# Mercury atoms keep their room, not their distance

Count contacts first. An atom in a hexagonal close-packed (hcp) crystal has twelve nearest neighbours, in a simple cubic crystal six, in diamond four. If each contact were worth a fixed energy, going from hcp to simple cubic would cost half of the energy that binds the solid. For mercury that binding energy is roughly 0.7 eV per atom, a recalled measured value, so the loss should be some 0.35 eV. The r2SCAN calculation puts simple cubic only 3 meV per atom above hcp. This functional may bind mercury too weakly, which would lower the estimate, but to bring it down to 3 meV the whole binding energy would have to be a mere 6 meV per atom.

Ten crystal structures of mercury (Hg), cell and atoms relaxed with Ansatz 0.2.0 using plane-wave PAW DFT: r2SCAN functional, scalar-relativistic, no spin polarization, 500 eV cutoff, Gaussian smearing of 0.1 eV (0.01 eV for the cell with space group 223). Energies are extrapolated to zero smearing and given relative to the lowest of the ten structures.

| found from | space group number | atoms in cell | volume per atom (Å³) | over lowest (meV/atom) |
| --- | --- | --- | --- | --- |
| Sn type | 191 | 1 | 26.32 | 0.0 |
| Ti type | 191 | 3 | 27.01 | 2.0 |
| W type | 229 | 1 | 27.00 | 2.0 |
| database cell | 141 | 2 | 26.80 | 4.0 |
| database cell | 194 | 2 | 28.09 | 6.0 |
| Ca type | 221 | 1 | 27.36 | 9.0 |
| database cell | 194 | 4 | 27.80 | 10.0 |
| database cell | 69 | 2 | 26.88 | 11.0 |
| W type | 223 | 8 | 28.35 | 19.0 |
| Si type | 227 | 2 | 38.82 | 193.0 |

The column "found from" names the template of a cell, not its shape. "Sn type" is simple hexagonal here, "Ti type" is the omega structure and not hcp, "Ca type" is simple cubic, "Si type" is diamond, and "W type" is body-centred cubic (bcc) with space group 229 but the A15 structure with 223. The hcp crystal is the database cell with space group 194 and two atoms. "Over lowest" counts energy from the lowest of these ten cells, and the first four rows lie within the 4 meV per atom to which the calculation is converged. The feature to explain is therefore not their order but the step of 174 meV between A15 and diamond.

## First explanation: hard balls

The picture behind the contact count is a box of balls. Neighbours sit at a fixed distance, dense packing gives many contacts, and many contacts give a low energy. It is tempting because it puts diamond, the loosest packing, at the top. It also makes a prediction about volume that can be tested separately from the energy.

Let $d$ be the distance between nearest neighbours and $V$ the volume per atom. Geometry alone gives

$$V_{\text{hcp}}=\frac{d^3}{\sqrt2},\qquad V_{\text{cubic}}=d^3,\qquad V_{\text{diamond}}=\frac{8\,d^3}{3\sqrt3}\approx1.54\,d^3 .$$

The relaxed hcp cell has a mean neighbour distance of 3.41 Å. Balls that kept this distance would need 39.8 Å³ per atom in the simple cubic crystal. The calculation gives 27.36 Å³, slightly less than for hcp. The ball picture thus fails for the volume as clearly as for the energy.

## Second explanation: a fixed volume

Now turn the assumption round: each atom keeps its volume, and the distance adjusts. Taking the hcp volume for the other crystals overestimates that of simple cubic by about 3 % and that of bcc by 4 %, each relative to the computed value. The atoms manage this by moving closer as neighbours are removed. From hcp to simple cubic the distance shrinks by 12 %.

This shows where counting contacts went wrong: it gave every contact the same worth. Simple cubic has half as many contacts as hcp, but they are shorter, and at almost equal total energy each must be worth about twice as much. Twelve weak contacts and six strong ones bind an atom about equally well.

Theory offers a reason. The outer electrons of a metal are not parcelled out into separate contacts; they spread through the crystal and respond to all neighbours together. Much of their energy then depends on how densely the atoms are packed on average, and less on where exactly the neighbours sit. If the atoms can be rearranged at nearly the same density, the change in energy is small.

For mercury this is a guide rather than a derivation. In the hcp crystal the last band that the electrons could fill and the next one above it overlap by only 0.17 eV, so it is almost a semiconductor. A uniform electron gas has nothing like a gap, so here the crystal disturbs the electrons more than a little. The near-constant volume is a result of the calculation; the electron-gas argument for it is an approximation.

## Where the fixed volume breaks down

Diamond is the test, and the estimate takes two lines. Let it have the simple cubic volume:

$$d^3=\frac{27.36\ \text{Å}^3}{1.54}\approx17.8\ \text{Å}^3,\qquad d\approx2.61\ \text{Å}.$$

The relaxed diamond crystal stops at 2.93 Å instead. That is only about 3 % shorter than in simple cubic, where 13 % would have been needed. Since the atoms do not come close enough, the crystal swells, and its volume ends up 42 % above that of simple cubic.

So the fixed-volume rule works for bcc and simple cubic and fails for diamond, and the failure comes with the one large energy in the table. Two causes are plausible. The first is repulsion: mercury atoms have filled 5d and 6s shells, and pushing filled shells into each other costs energy that rises steeply as the distance shrinks. A crystal with few neighbours then can't shorten its contacts enough to recover the lost density.

The second cause is the number of electrons. Silicon has four valence electrons per atom, just enough to fill the four bonds that each atom forms in diamond. Mercury brings two 6s electrons, half of what that network can hold. It pays the price of an open structure without the filled bonds that make this structure worthwhile for silicon.

## Third explanation: energy follows volume

There is a shorter account: the bulkier the crystal, the higher its energy. Over all ten rows the correlation coefficient between volume per atom and energy is 0.99, which looks decisive. Without diamond it drops to 0.73, and without A15 as well to 0.53. Most of the apparent law is a line drawn from a cluster of points to one distant point.

A straight line fitted by least squares to the nine rows without diamond makes this concrete. It rises by 6.5 ± 2.3 meV for each Å³, and when extended to diamond, which took no part in the fit, it gives 82 meV. The computed energy is 193 meV, more than twice as much. Within the nine rows the line misses by about 4 meV on average (root mean square), as much as the convergence limit, so it can't settle their order either.

There is also a difficulty of principle. Each cell was relaxed, so its volume is an outcome of the calculation, just like its energy. A crystal may be bulky and high in energy because its arrangement suits mercury badly. The correlation by itself doesn't tell which of the two properties drives the other.

## What the numbers decide

The hard balls are ruled out, by volume and by energy. The line through energy and volume describes a loose tendency but fails at the largest effect. The fixed volume with adjustable distances fits the cluster of low energies and fails at diamond, whose neighbours would have to come much closer than they do.

This gives a rule for judging another simple arrangement of mercury atoms. Give it about 27 Å³ per atom and work out the neighbour distance from geometry. If the result lies between about 3.0 and 3.4 Å, as in simple cubic, bcc and hcp, an energy within some 20 meV of the best cells is a reasonable guess. Of the four crystals whose distances are worked out here, only diamond, which would need about 2.6 Å, lies outside this range, so the distance at which the higher price sets in stays unknown. The volume of 27 Å³ belongs to this calculation: all ten computed volumes are larger than the measured one of solid mercury.

The rule gives a first estimate, but it doesn't pick a winner. Differences of a few meV are at the limit of convergence, and they could also shift with spin-orbit coupling and long-range dispersion, which this level of theory leaves out. The energies also hold for atoms at rest, without zero-point or thermal motion, which could reorder such close structures too. Nor does a low energy make a structure stable: the relaxations kept the symmetry of the starting cell, so simple cubic, for instance, might lower its energy further by distorting. The rhombohedral structure in which mercury freezes at normal pressure isn't even among the ten cells.

One question remains open: how much of diamond's penalty comes from its low density, and how much from its half-filled bonds? A single further calculation would go a long way towards an answer. Stretch the hcp crystal to the volume of diamond, 38.8 Å³ per atom, and see how far its energy rises. If it climbs by nearly the 187 meV that separate the two relaxed crystals, lost density accounts for most of the price; if it climbs much less, the diamond network itself is to blame. Should it climb well beyond 187 meV, the network would even win back part of what the low density costs.
